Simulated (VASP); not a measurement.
Runs of VASP 6.6.1 on Si. The structure is hexagonal, space group P6/mmm (No. 191). Conventional cell: a = 2.621 Å, b = 2.621 Å, c = 2.466 Å, α = 90.00°, β = 90.00°, γ = 120.00°. Around Si (site symmetry 6/mmm) lie 8 Si at 2.47 to 2.62 Å. This isn't the form of Si at room conditions, which is diamond.

```csv
task,level,cell,cutoff (eV),gap on the mesh (eV),pressure (GPa),relaxed volume (Å³/atom)
relaxation of cell and atoms,PW91,relaxed,600,none,0.0,(a)
relaxation of cell and atoms,revPBE,relaxed,600,none,0.0,15.16
band structure,PW91,as given,520,-,4.0,-
relaxation of cell and atoms,BLYP,relaxed,600,none,0.0,16.37
```

Alike in all rows: potentials or basis VASP PAW PBE potentials, release 64 (Si); no spin polarisation; k mesh 12 × 12 × 11; smearing fermi-dirac 0.05 eV.

Task: Estimate the missing entries.

Result: (a) 15.18.

Caveats: the PAW data sets were made with another functional, which shifts forces and pressure a little.

A gap of «none» marks a metal or a gap under the smearing width.

Runs at the PBE level aren't shown here.
